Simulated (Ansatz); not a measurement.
Theory: Ansatz 0.2.0, DFT PBE, scalar-relativistic, plane waves, PAW. All cells share a 420 eV cutoff and Γ-centred k meshes spaced at most about 0.3 Å⁻¹ (about 0.25 or finer for metals, 2π included). No spin polarisation.

All energies are static (0 K, no zero-point motion).

Task: Which of these relaxed structures of LiSe4 is the lowest in energy?
A.

```
Li Se
1.0
     2.71229    0.00000    0.00000
     0.00000    5.44484    0.00000
     0.00000    0.00000    8.73510
Li Se
1 4
Direct
  0.50000 0.00000 0.00000
  0.00000 0.50000 0.22887
  0.00000 0.00000 0.74673
  0.00000 0.00000 0.25327
  0.00000 0.50000 0.77113
```

B.

```
Li Se
1.0
     3.83138    0.00000    0.00000
     0.00000    3.83138    0.00000
     0.00000    0.00000    8.83410
Li Se
1 4
Direct
  0.50000 0.50000 0.50000
  0.50000 0.00000 0.26309
  0.50000 0.00000 0.73691
  0.00000 0.50000 0.26309
  0.00000 0.50000 0.73691
```

C.

```
Li Se
1.0
     3.76427   -5.00964    0.00000
     3.76427    5.00964    0.00000
     0.00000    0.00000    4.34954
Li Se
1 4
Direct
  0.00000 0.00000 0.00000
  0.61017 0.38983 0.00000
  0.38983 0.61017 0.00000
  0.84420 0.84420 0.50000
  0.15580 0.15580 0.50000
```

Result: B. The next of these, A, lies 53 meV/atom higher. Forms: B P4/mmm; A Pmmm; C Cmmm. Counting Se atoms around Li (those within 1.25 times the shortest such distance or 1.15 times the sum of covalent radii): B has Li 8; A has Li 4; C has Li 4. C holds Se–Se pairs (shortest 2.21 Å) (bonds between like non-metal atoms; other contacts aren't counted). All come from invented guesses.

No dispersion correction is applied, so the spacing and binding between layers, chains or molecules are poorly described (P4/mmm, Pmmm, Cmmm), and this can change margins and order among such cells. In P4/mmm, Pmmm, Cmmm an odd number of electrons in the primitive cell allows no gap without spin; a larger cell or a magnetic state could open one. Cells relaxed within their symmetry can be saddle points. Some types were kept out of the candidates beforehand, so the set may lack a known form.
